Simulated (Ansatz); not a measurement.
**GeO2: biaxial strain +4.66 %, plane normal [001], relaxed out of plane**

Start from GeO₂ in the rutile structure (space group P4_2/mnm, No. 136; a = 4.4875 Å, c = 2.9050 Å). Axes: x, y, z lie along a, b, c of the conventional cell.

Perturbation: tensile biaxial strain of 4.66 % in the plane normal to [001], as in epitaxy on a mismatched substrate; the out-of-plane cell vector and the atoms relax.

All numbers come from PBE (Ansatz, a first-principles code, PAW, spin-orbit coupling left out). Γ-centred 8×8×11 mesh, Fermi–Dirac width 0.05 eV.

```tsv
quantity	base	changed	shift
volume per atom	9.75 Å³	10.43 Å³	+0.68 Å³
space group	P4_2/mnm (No. 136)	P4_2/mnm (No. 136)	–
shortest interatomic distance	1.899 Å	1.887 Å	-0.012 Å
pressure (mean of the normal stresses, compression positive)	0.0 kbar	-66.1 kbar	-66.16 kbar
band gap	1.23 eV	1.09 eV	-0.14 eV
gap character	direct at Γ	direct at Γ	–
width of the top valence band	1.79 eV	1.61 eV	-0.172 eV
electron mass	0.19 mₑ along c, 0.22 mₑ across (at Γ)	0.19 mₑ out of plane, 0.22 mₑ in plane (at Γ)	–
hole mass	1.9 mₑ along c, 1.2 mₑ across (at Γ)	2.7 mₑ out of plane, 1.2 mₑ in plane (at Γ)	–
valence-band top at Γ (three highest levels, from the VBM)	0.00, -0.79, -0.79 eV	0.00, -0.76, -0.76 eV	–
out-of-plane strain	–	-2.32 %	–
ratio −ε⊥/ε∥	–	0.50	–
mean in-plane stress (compression positive)	–	-9.9 GPa	–
```

Final structure (turned so that z lies along the plane normal):

```yaml
crystal:
  lattice:
    - [4.69662, 0.00000, 0.00000]
    - [0.00000, 4.69662, 0.00000]
    - [0.00000, 0.00000, 2.83764]
  atoms:
    - { symbol: Ge, position: [0.00000, 0.00000, 0.00000] }
    - { symbol: Ge, position: [0.50000, 0.50000, 0.50000] }
    - { symbol: O, position: [0.31265, 0.31265, 0.00000] }
    - { symbol: O, position: [0.81265, 0.18735, 0.50000] }
    - { symbol: O, position: [0.18735, 0.81265, 0.50000] }
    - { symbol: O, position: [0.68735, 0.68735, 0.00000] }
```

Effective masses come from finite differences of ±0.01 Å⁻¹. Whether these cells are dynamically stable was not tested.
